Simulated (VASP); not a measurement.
HfSiO4:

```xyz
6
Lattice="3.2599 0.0000 0.0000 -1.6299 2.8231 0.0000 0.0000 0.0000 6.5943" Properties=species:S:1:pos:R:3 pbc="T T T"
Hf    0.0000    0.0000    3.2971
Si    0.0000    0.0000    0.0000
O     0.0000    1.8821    5.0549
O     0.0000    1.8821    1.5394
O     1.6299    0.9410    5.0549
O     1.6299    0.9410    1.5394
```

The cell was built by a generator and needn't be a form met in nature.

* Program: VASP 6.6.1
* Task: relaxation of cell and atoms
* Functional: PBE
* Potentials or basis: VASP PAW PBE potentials, release 64 (Hf_pv, Si, O)
* Cutoff: 520 eV
* k mesh: 5 × 5 × 2
* Occupations: gaussian, width 0.15 eV
* Spin: no spin polarisation

At the start: pressure 18.8 GPa; volume 10.11 Å³/atom.

Problem. Where does the relaxation end?

Solution. Over 12 steps the energy falls by 861.7 meV/atom and the volume is 10.50 Å³/atom (+3.9 %); space group P6/mmm (No. 191, to 0.05 Å).

The path:
| step | energy change (eV) | largest force (eV/Å) | pressure (GPa) | volume (Å³) |
| --- | --- | --- | --- | --- |
| 1 | 0.0000 | 1.5315 | 18.76 | 60.69 |
| 2 | -3.6155 | 2.1170 | -17.66 | 70.59 |
| 3 | -3.6564 | 2.0153 | -19.77 | 71.22 |
| 4 | -4.4796 | 0.2092 | -4.95 | 61.76 |
| 5 | -4.7164 | 0.6013 | -13.21 | 64.72 |
| 6 | -4.8909 | 0.2551 | 15.18 | 57.12 |
| 7 | -5.0420 | 0.3720 | 2.18 | 60.02 |
| 8 | -5.0870 | 0.3391 | 1.65 | 60.74 |
| 9 | -5.1652 | 0.1639 | -0.52 | 62.86 |
| 10 | -5.1675 | 0.1166 | -0.78 | 63.29 |
| 11 | -5.1681 | 0.0922 | 1.26 | 62.78 |
| 12 | -5.1701 | 0.0106 | 0.24 | 63.02 |

Final structure:
```
Hf Si O
1.0
     3.58951    0.00000    0.00000
    -1.79475    3.10860    0.00000
     0.00000    0.00000    5.64817
Hf Si O
1 1 4
Direct
  0.00000 0.00000 0.50000
  0.00000 0.00000 0.00000
  0.33333 0.66667 0.72147
  0.33333 0.66667 0.27853
  0.66667 0.33333 0.72147
  0.66667 0.33333 0.27853
```

Caveat: the k mesh is coarse (spacing up to 0.48 Å⁻¹), so the values aren't converged.
